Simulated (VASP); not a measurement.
# CaSe: single point with r2SCANh

**Measured values to compare with.**

From a printed reference work, monograph, original work of 1988, for a bulk crystal of CaSe at 2 K: band gap 3.85 eV (indirect).

Crystal: CaSe.

```
CELL_PARAMETERS angstrom
0.00000 2.96753 2.96753
2.96753 0.00000 2.96753
2.96753 2.96753 0.00000
ATOMIC_POSITIONS crystal
Ca 0.00000 0.00000 0.00000
Se 0.50000 0.50000 0.50000
```

```yaml
Program: VASP 6.6.1
Task: single point
Functional: r2SCANh
Potentials_or_basis: VASP PAW PBE potentials, release 64 (Ca_sv, Se)
Cutoff: 440 eV
k_mesh: 6 × 6 × 6
Occupations: gaussian, width 0.01 eV
Spin: no spin polarisation
Dipole_correction: no
Grid_for_exact_exchange_PRECFOCK: Normal
Further_INCAR_settings: ALGO = Normal; EDIFF = 1e-06; NBANDS = 15
Share_of_exact_exchange: 0.1
```

The pressure is 0.1 GPa. The band gap on the k mesh is 3.11 eV (least direct gap 4.09 eV).

Levels at points of the mesh, in eV from the valence-band top:
```
           k point  band 4  band 5  band 6  band 7  band 8  band 9  band 10  band 11  band 12  band 13
(0.00, 0.00, 0.00)  -22.01  -12.58    0.00    0.00    0.00    4.59     4.93     4.93     4.93     5.55
(0.50, 0.00, 0.00)  -22.02  -11.84   -3.39   -1.21   -1.21    5.63     6.88     6.94     6.94     9.01
(0.50, 0.50, 0.00)  -22.05  -11.95   -2.65   -0.99   -0.99    3.11     6.32     6.39     7.49     7.51
```

Wall time 29 min on 1 thread of AMD EPYC 7R13 Processor (Zen 3) (shared host), peak memory 0.16 GiB.

A measured gap of CaSe is 3.85 eV (indirect; 2 K; a printed reference work, monograph, original work of 1988); the calculated 3.11 eV misses it by -0.74 eV. Spin-orbit coupling on Se is left out. The value is that of r2SCANh on a finite k mesh, which can miss the band edges, without temperature or zero-point motion.

Caveat: the PAW data sets were made with another functional, which shifts forces and pressure a little.
